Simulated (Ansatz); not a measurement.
Every step of a relaxation of Be (omega type)

DFT, PBE, PAW with Ansatz's default frozen-core files, scalar-relativistic (Ansatz 0.2.0); a Γ-centred 11×11×15 k mesh, Fermi–Dirac smearing of 0.08 eV, no spin polarisation. The run relaxes cell and atoms at a target pressure of 11 GPa.

Command: `ansatz run input.yaml --threads 1 --pin off --max-ram 3584MiB --backend cpu --events-out ev --progress --plain --runs-dir out` It took 5.8 s on 1 thread of Intel(R) Xeon(R) Platinum 8488C (Sapphire Rapids) (shared host), peak memory 0.38 GiB.

PAW: frozen-core files, cutoff 420 eV; forces are relaxed below 0.005 eV/Å.

Each step lists its enthalpy F + pV a cell above the last geometry, the pressure, the cell vectors (Å), and Cartesian positions (Å) with forces (eV/Å).

The first step:

```
step 1  dH = 10.48 meV  P = 14.61 GPa
  cell 3.4371 0.0000 0.0000  -1.7186 2.9766 0.0000  0.0000 0.0000 2.1310
  Be 0.0000 0.0000 0.0000   0.0000 0.0000 0.0000
  Be 0.0000 1.9844 1.0655   0.0000 0.0000 0.0000
  Be 1.7186 0.9922 1.0655   0.0000 0.0000 0.0000
```

The symmetry of the start is kept and no stability test is made, so the end need not be the stable phase.

Question: Where does the relaxation end, and by which steps?

Answer: After 5 geometries, with conventional a, b, c = 3.480, 3.480, 2.121 Å, at 7.414 Å³/atom (+2.01 % against the start) in space group P6/mmm, with a shortest distance of 2.009 Å. The further steps:
```
step 2  dH = 1.12 meV  P = 12.43 GPa
  cell 3.4651 0.0000 0.0000  -1.7326 3.0009 0.0000  0.0000 0.0000 2.1205
  Be 0.0000 0.0000 0.0000   0.0000 0.0000 0.0000
  Be 0.0000 2.0006 1.0603   0.0000 0.0000 0.0000
  Be 1.7326 1.0003 1.0603   0.0000 0.0000 0.0000
step 3  dH = 0.01 meV  P = 11.17 GPa
  cell 3.4784 0.0000 0.0000  -1.7392 3.0124 0.0000  0.0000 0.0000 2.1200
  Be 0.0000 0.0000 0.0000   0.0000 0.0000 0.0000
  Be 0.0000 2.0083 1.0600   0.0000 0.0000 0.0000
  Be 1.7392 1.0041 1.0600   0.0000 0.0000 0.0000
step 4  dH = 0.00 meV  P = 11.02 GPa
  cell 3.4796 0.0000 0.0000  -1.7398 3.0134 0.0000  0.0000 0.0000 2.1208
  Be 0.0000 0.0000 0.0000   0.0000 0.0000 0.0000
  Be 0.0000 2.0089 1.0604   0.0000 0.0000 0.0000
  Be 1.7398 1.0045 1.0604   0.0000 0.0000 0.0000
step 5  dH = 0.00 meV  P = 11.00 GPa
  cell 3.4796 0.0000 0.0000  -1.7398 3.0134 0.0000  0.0000 0.0000 2.1211
  Be 0.0000 0.0000 0.0000   0.0000 0.0000 0.0000
  Be 0.0000 2.0089 1.0606   0.0000 0.0000 0.0000
  Be 1.7398 1.0045 1.0606   0.0000 0.0000 0.0000
step 6  dH = -0.12 meV  P = 11.01 GPa  (same geometry on a basis chosen anew; earlier energies don't compare to the last digit)
  cell 3.4796 0.0000 0.0000  -1.7398 3.0134 0.0000  0.0000 0.0000 2.1211
  Be 0.0000 0.0000 0.0000   0.0000 0.0000 0.0000
  Be 0.0000 2.0089 1.0606   0.0000 0.0000 0.0000
  Be 1.7398 1.0045 1.0606   0.0000 0.0000 0.0000
```
